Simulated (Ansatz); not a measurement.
Geometry optimisation, Ansatz 0.2.0, DFT PBE, scalar-relativistic, plane waves, PAW.

Input:

```yaml
accuracy: low
crystal:
  lattice:
    - [5.558188, 0.0, 0.0]
    - [-2.779094, 5.745507, 0.0]
    - [0.0, 0.0, 16.229567]
  atoms:
    - { symbol: Zr, position: [0.3230928, 0.3128522, 0.1323645] }
    - { symbol: Zr, position: [0.2159013, 0.7651359, 0.0857975] }
    - { symbol: "N", position: [0.0, 0.0, 0.0616159] }
    - { symbol: "N", position: [0.769497, 0.5389941, 0.109081] }
    - { symbol: Zr, position: [0.8620868, 0.3908404, 0.2272946] }
    - { symbol: Zr, position: [0.7548954, 0.8431241, 0.1807276] }
    - { symbol: "N", position: [0.5389941, 0.0779881, 0.156546] }
    - { symbol: "N", position: [0.3084911, 0.6169822, 0.2040111] }
    - { symbol: Zr, position: [0.4010809, 0.4688285, 0.3222247] }
    - { symbol: Zr, position: [0.2938894, 0.9211122, 0.2756577] }
    - { symbol: "N", position: [0.0779881, 0.1559763, 0.2514761] }
    - { symbol: "N", position: [0.8474852, 0.6949703, 0.2989412] }
basis:
  ecutwfc: 420.0
kpoints:
  mp_grid: { grid: [2, 2, 1] }
hamiltonian:
  xc: pbe
  pseudopotentials: { kind: paw, azcp: { folder: soft_1 } }
scf:
  occupations: { method: fermi_dirac, width: 0.05 }
  lower_state_search: "off"
relax:
  f_tol: 0.08
  max_steps: 25
  adjacent_minimum: "off"
  constraints: [{ sites: [1, 2] }]
```

Run as:

```bash
$ ansatz run input.yaml --threads 1 --pin off --max-ram 3072MiB --backend cpu --events-out ev --progress --plain --runs-dir out
```

Question: Where does it end, and by what steps?

Answer: The run converged. Limits of this set-up: coarse k mesh, thin slab, slab without dipole correction, low accuracy level. After 6 steps the energy has fallen by 2.613 eV; N12 moved furthest, 0.46 Å.

```
step  energy less start (eV)  largest force component (eV/Å)  accepted
   0                  0.0000                           2.750       yes
   1                 -1.7154                           1.342       yes
   2                 -2.3841                           0.626       yes
   3                 -2.5878                           0.353       yes
   4                 -2.6082                           0.116       yes
   5                 -2.6030                           0.211        no
   6                 -2.6127                           0.045       yes
```

```xyz
12
Lattice="5.5582 0.0000 0.0000 -2.7791 5.7455 0.0000 0.0000 0.0000 16.2296" Properties=species:S:1:pos:R:3
Zr 1.098 1.530 1.918
Zr -0.926 4.396 1.392
N 0.000 0.000 1.000
N 2.932 3.021 1.652
Zr 3.745 2.065 3.333
Zr 1.932 4.770 2.614
N 2.710 0.265 2.526
N 0.089 3.358 3.035
Zr 1.064 2.623 4.825
Zr -1.191 5.139 4.276
N 0.066 0.810 3.815
N 2.838 3.640 4.558
```

Run time: 53 s on 1 thread of Arm Neoverse V1, on a shared host, peak memory 0.63 GiB.
